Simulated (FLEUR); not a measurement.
Crystal: NaCl.

```
Cl Na
1.0
     0.00000    2.79406    2.79406
     2.79406    0.00000    2.79406
     2.79406    2.79406    0.00000
Cl Na
1 1
Direct
  0.50000 0.50000 0.50000
  0.00000 0.00000 0.00000
```

The cell is a database's computed one.

Base run:

- Program: FLEUR MaX-R8.1 (later development tree)
- Functional: PBEsol
- Potentials or basis: all-electron
- Basis: FLAPW
- Kmax: 4.1 1/bohr
- k mesh: 8 × 8 × 8
- Occupations: fermi-dirac, width 0.05 eV
- Spin: no spin polarisation

Its results: band gap on the k mesh 5.04 eV, direct.

Problem. The run is repeated on the same cell with these changes: functional from PBEsol to BLYP. What comes out?

Solution. Band gap on the k mesh 5.24 eV, direct.
